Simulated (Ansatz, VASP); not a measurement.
TePb in VASP and in Ansatz

```
CELL_PARAMETERS angstrom
3.68179 0.00000 0.00000
0.00000 3.68179 0.00000
0.00000 0.00000 3.68179
ATOMIC_POSITIONS crystal
Te 0.50000 0.50000 0.50000
Pb 0.00000 0.00000 0.00000
```

Alike in both runs: functional PBE; k mesh 6 × 6 × 6; occupations gaussian, width 0.1 eV; no spin polarisation.

Ansatz relaxed the structure, and its values are those at the end. VASP's run is a single point on that final structure, the one shown.

|  | VASP | Ansatz |
| --- | --- | --- |
| version | VASP 6.6.1 | Ansatz 0.2.0 |
| potentials or method | VASP PAW PBE potentials, release 64 (Te, Pb_d) | scalar-relativistic, plane waves, PAW |
| plane-wave cutoff (eV) | 520 | 420 |
| valence electrons in the cell | 20 | 30 |

|  | VASP | Ansatz | Ansatz less VASP |
| --- | --- | --- | --- |
| gap on the k mesh at the Fermi level (eV) | none | none | - |
| pressure (GPa) | 17.5 | 17.6 | +0.03 |

A gap of «none» marks a metal or a gap that the smearing closes. The two sets of potentials don't hold the same shells in valence.

Caveats: so large a pressure means that the cell lies far from this level's equilibrium, or that cutoff or potentials fall short (VASP). Spin-orbit coupling is left out, which matters for the levels of Pb, Te.
